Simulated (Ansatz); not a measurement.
## PbSe (P6_3mc) at 2 levels of theory

One geometry, relaxed with PBE; plane waves with PAW potentials in Ansatz, scalar-relativistic. No spin polarisation. Gaps are the least over mesh and band path; pressure is positive in compression.

```
Pb Se
1.0
     4.26722    0.00000    0.00000
    -2.13361    3.69552    0.00000
     0.00000    0.00000    7.92769
Pb Se
2 2
Cartesian
  2.1336 1.2318 1.8064
  0.0000 2.4637 5.7702
  0.0000 0.0000 4.1382
  0.0000 0.0000 0.1743
```

```
level  cutoff (eV)  k mesh  gap (eV)  pressure (GPa)
  PBE          420   6×6×4      0.67             0.0
```

Problem. What comes out on the same cell with r2SCAN?

Solution.
```tsv
level	cutoff (eV)	k mesh	gap (eV)	pressure (GPa)
r2SCAN	500	6×6×4	0.85	-1.0
```

Spin-orbit coupling matters for the bands of heavy elements and is left out.

The cell was found from a structure generator's guess, not taken from experiment.
